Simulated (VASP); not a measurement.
AlN:

```
CELL_PARAMETERS angstrom
0.00000 2.03452 2.03452
2.03452 0.00000 2.03452
2.03452 2.03452 0.00000
ATOMIC_POSITIONS crystal
Al 0.50000 0.50000 0.50000
N 0.00000 0.00000 0.00000
```

Measurements of this composition are mostly on another form, of space group No. 186.

| Quantity | Value |
| --- | --- |
| Program | VASP 6.6.1 |
| Task | relaxation of cell and atoms |
| Functional | revPBE |
| Dispersion | D3(BJ) |
| Potentials or basis | VASP PAW PBE potentials, release 64 (Al, N) |
| Cutoff | 600 eV |
| k mesh | 11 × 11 × 11 |
| Occupations | fermi-dirac, width 0.05 eV |
| Spin | no spin polarisation |

At the start: pressure -10.0 GPa; volume 8.42 Å³/atom.

Question: Where does the relaxation end?

Answer: Over 3 steps the energy falls by 10.7 meV/atom and the volume is 8.09 Å³/atom (-3.9 %); space group Fm-3m (No. 225, to 0.05 Å).

Step by step:
```csv
step,energy change (eV),largest force (eV/Å),pressure (GPa),volume (Å³)
1,0.0000,0.0000,-10.02,16.84
2,-0.0022,0.0000,10.82,15.59
3,-0.0214,0.0000,-0.05,16.18
```

Final structure:
```
Al N
1.0
     0.00000    2.00763    2.00763
     2.00763    0.00000    2.00763
     2.00763    2.00763    0.00000
Al N
1 1
Direct
  0.50000 0.50000 0.50000
  0.00000 0.00000 0.00000
```

Caveat: the PAW data sets were made with another functional, which shifts forces and pressure a little.
